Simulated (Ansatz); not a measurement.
SnSe₂ built on the CdI2 prototype, relaxed with r2SCAN+rVV10 in the plane-wave code Ansatz. It is trigonal, P-3m1 (No. 164); a = 3.825 Å, c = 6.227 Å in the conventional setting, 26.30 Å³ an atom. Sn has 6 Se at 2.71 Å; Se has 3 Sn at 2.71 Å.

The axes x, y and z are those of this cell:
```
Sn Se
1.0
     3.82515    0.00000    0.00000
    -1.91257    3.31268    0.00000
     0.00000    0.00000    6.22708
Sn Se
1 2
Cartesian
  0.0000 0.0000 0.0000
  0.0000 2.2085 1.5759
  1.9126 1.1042 4.6511
```

Unstrained: With PBE the valence top lies at k = (-0.089, 0.172, 0) and the conduction bottom at k = (0, 0.458, 0.344), 0.629 eV higher; the smallest vertical gap, at Γ, is 1.132 eV. r2SCAN gives an indirect gap of 0.916 eV, from k = (-0.089, 0.172, 0) to k = (0, 0.458, 0.344); the least direct gap is 1.491 eV at k = (0, 0.417, 1/4). The HSE06 gap is indirect, 1.296 eV (k = (-0.089, 0.172, 0) to k = (0, 0.458, 0.344)), below the direct gap of 1.884 eV at k = (0, 0.458, 0.344). Meshes: PBE 12×12×4, r2SCAN 12×12×4, HSE06 6×6×4. Strains are changes of length per length, and xy shears are angles. After each strain the atoms were relaxed again with r2SCAN+rVV10 within the symmetry that the strain leaves, so tilts or polar shifts that break it weren't tested; points keep the names that they have in the unstrained zone. No spin polarisation and no zero-point or thermal motion.

(1) Apply epitaxial +5.0 % in the xy plane, free normal strain -5.46 %. How far does the gap move, against the unstrained cell?

(2) Estimate what isotropic -1.0 % on every length does to the gap.

(3) Estimate what uniaxial -1.0 % along x, other directions held does to the gap.

(4) Apply uniaxial +0.5 % along z, other directions held. How far does the gap move, against the unstrained cell?

(5) Apply xy shear, engineering strain (angle) +4.0 %. How far does the gap move, against the unstrained cell?

(6) Order the strained cells by their HSE06 gap, smallest first.
A. xy shear, engineering strain (angle) +4.0 %
B. isotropic -1.0 % on every length
C. uniaxial +0.5 % along z, other directions held
D. epitaxial +5.0 % in the xy plane
E. uniaxial -1.0 % along x, other directions held

## Answers

(1) PBE: gap 0.63 before, none (overlap 0.01) after (eV); it has closed. r2SCAN: the gap goes from 0.916 to 0.234 eV (-0.682 eV); the edges go from (-0.089, 0.172, 0) → (0, 0.458, 0.344) to Γ–K (0.12) → Γ. HSE06: the gap goes from 1.296 to 0.549 eV (-0.747 eV); the edges go from (-0.089, 0.172, 0) → (0, 0.458, 0.344) to Γ–K (0.12) → Γ.

(2) PBE: the gap goes from 0.629 to 0.580 eV (-0.049 eV); the edges go from (-0.089, 0.172, 0) → (0, 0.458, 0.344) to (0, 0.148, -0.143) → (0, 0.453, 0.346). r2SCAN: the gap goes from 0.916 to 0.877 eV (-0.039 eV); the edges go from (-0.089, 0.172, 0) → (0, 0.458, 0.344) to (0, 0.148, -0.143) → (0, 0.453, 0.346). HSE06: the gap goes from 1.296 to 1.213 eV (-0.083 eV); the edges go from (-0.089, 0.172, 0) → (0, 0.458, 0.344) to (0, 0.148, -0.143) → (0, 0.453, 0.346).

(3) PBE: the gap goes from 0.629 to 0.569 eV (-0.060 eV); the edges go from (-0.089, 0.172, 0) → (0, 0.458, 0.344) to (0, 0.154, -0.141) → (0.458, 0, -0.346). r2SCAN: the gap goes from 0.916 to 0.860 eV (-0.056 eV); the edges go from (-0.089, 0.172, 0) → (0, 0.458, 0.344) to (0, 0.154, -0.141) → (0.458, 0, -0.346). HSE06: the gap goes from 1.296 to 1.198 eV (-0.098 eV); the edges go from (-0.089, 0.172, 0) → (0, 0.458, 0.344) to (0, 0.154, -0.141) → (0.458, 0, -0.346).

(4) PBE: the gap goes from 0.629 to 0.647 eV (+0.018 eV); the edges go from (-0.089, 0.172, 0) → (0, 0.458, 0.344) to (0, 0.154, -0.138) → (0, 0.458, 0.346). r2SCAN: the gap goes from 0.916 to 0.938 eV (+0.022 eV); the edges go from (-0.089, 0.172, 0) → (0, 0.458, 0.344) to (0, 0.154, -0.138) → (0, 0.458, 0.346). HSE06: the gap goes from 1.296 to 1.280 eV (-0.016 eV); the edges go from (-0.089, 0.172, 0) → (0, 0.458, 0.344) to (0, 0.154, -0.138) → (0, 0.458, 0.346).

(5) PBE: the gap goes from 0.629 to 0.416 eV (-0.213 eV); the edges go from (-0.089, 0.172, 0) → (0, 0.458, 0.344) to (0.169, 0, 0.122) → (0.456, -0.458, 0.328). r2SCAN: the gap goes from 0.916 to 0.692 eV (-0.224 eV); the edges go from (-0.089, 0.172, 0) → (0, 0.458, 0.344) to (0.169, 0, 0.122) → (0.456, -0.458, 0.328). HSE06: the gap goes from 1.296 to 1.029 eV (-0.267 eV); the edges go from (-0.089, 0.172, 0) → (0, 0.458, 0.344) to (0.169, 0, 0.122) → (0.456, -0.458, 0.328).

(6) D (0.55 eV), A (1.03 eV), E (1.20 eV), B (1.21 eV), C (1.28 eV).

Spin-orbit coupling is left out, which matters wherever the heavy atoms make up the band edges.

Where an edge lies off the special points, it is a point of the mesh or the k point where a search put PBE's edge or least direct gap, reused for the other functionals, whose own edges may lie a little apart.

Coordinates of k points refer to the reciprocal vectors of the primitive cell of the runs.

The meshes of the hybrids are coarse, so their gaps aren't converged to the digits shown.
